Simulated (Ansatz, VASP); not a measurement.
## BaTiO3 in VASP and in Ansatz

```
CELL_PARAMETERS angstrom
3.92567 0.00000 0.00000
0.00000 3.92567 0.00000
0.00000 0.00000 4.33964
ATOMIC_POSITIONS crystal
Ba 0.50000 0.50000 0.60060
Ti 0.00000 0.00000 0.11571
O 0.00000 0.50000 0.05642
O 0.50000 0.00000 0.05642
O 0.00000 0.00000 0.53084
```

Change from the starting cell: biaxial strain in the a-b plane, c and atoms relaxed: -1.5 %.

Alike in both runs: functional PBE; k mesh 8 × 8 × 6; occupations gaussian, width 0.02 eV; no spin polarisation.

Ansatz relaxed the structure, and its values are those at the end. VASP's run is a single point on that final structure, the one shown.

```csv
,VASP,Ansatz
version,VASP 6.6.1,Ansatz 0.2.0
potentials or method,"VASP PAW PBE potentials, release 64 (Ba_sv, Ti_sv, O)","scalar-relativistic, plane waves, PAW"
plane-wave cutoff (eV),520,420
valence electrons in the cell,40,40
```

```tsv
	VASP	Ansatz	Ansatz less VASP
gap on the k mesh at the Fermi level (eV)	1.83	1.88	+0.050
least direct gap on the mesh (eV)	2.51	2.55	+0.036
pressure (GPa)	3.7	2.1	-1.61
rms of the force components (eV/Å)	0.036	0.000	-0.0355
```

Caveats: spin-orbit coupling is left out, which moves the levels of the heavy elements. A k mesh can miss the band edges.
